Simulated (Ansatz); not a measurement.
# Cd: element swaps in one structure

One table from this session's results is given with a row withheld; the runs are named, their logs left out.

Method: DFT r2SCAN, scalar-relativistic, plane waves, PAW, in Ansatz 0.2.0.

1 further run of the same task is left out (set aside as unsound or not needed). Runs told in other sessions of the task aren't counted.

## The structure to begin with

It takes space group P6_3/mmc (No. 194, hexagonal). The conventional cell has a = 2.962 Å, b = 2.962 Å, c = 5.797 Å, α = 90.00°, β = 90.00°, γ = 120.00°. Cd (site symmetry -6m2) has 12 Cd at 2.96 to 3.37 Å in its first shell of neighbours.

Structure file:

```xyz
2
Lattice="2.9618 0.0000 0.0000 -1.4809 2.5650 0.0000 0.0000 0.0000 5.7970" Properties=species:S:1:pos:R:3 pbc="T T T"
Cd    0.0000    1.7100    1.4493
Cd    1.4809    0.8550    4.3478
```

This cell was relaxed beforehand with the same method: volume 22.02 Å³/atom, gap on the mesh none (metal).

Set-up of the first run:

Input file input.yaml:

```yaml
crystal:
  lattice:
    - [3.9211460108, 0.0, 0.0]
    - [-1.9605730054, 3.3958120574, 0.0]
    - [0.0, 0.0, 7.6747602825]
  atoms:
    - { symbol: Ba, position: [0.3333333333, 0.6666666667, 0.25] }
    - { symbol: Ba, position: [0.6666666667, 0.3333333333, 0.75] }
basis:
  ecutwfc: 500
kpoints:
  mp_grid: { grid: [6, 6, 4] }
hamiltonian:
  xc: r2scan
scf:
  occupations: { method: gaussian, width: 0.1 }
output:
  forces: true
  stress: true
  eigenvalues: true
```

Command:

```sh
$ ansatz run input.yaml --threads 1 --pin off --max-ram 2560MiB --backend cpu --events-out ev --progress --plain --runs-dir out
```

Among the steps run: Quick check of gap, pressure and forces (Ba); Relaxing cell and atoms (Ba); Relaxation repeated from the new cell (Ba); Probe: one point at the start (Cu); Coarse relaxation (Cu); The relaxation (Cu).

One table of the session follows, with a row left open; its other results are not shown here.

It belongs to the step «The crystals compared». Lengths are those of the vectors of the cell that was run:

```
   swap  volume (Å³/atom)  a (Å)  b (Å)  c (Å)
   none             22.02  2.962  2.962  5.797
Cd → Hg                 ?      ?      ?      ?
Cd → Zn             14.56  2.596  2.596  4.988
Cd → Ba             66.07  4.512  4.512  7.496
Cd → Cu             11.45  2.531  2.531  4.130
```

Estimate the missing values for Cd → Hg.

**Answer.** volume (Å³/atom): 27.92; a (Å): 3.441; b (Å): 3.441; c (Å): 5.447. In the column «volume (Å³/atom)» it lies between none (22.02) and Cd → Ba (66.07).

Lengths are those of the computed cell. Rows of earlier swaps come from the sessions before.
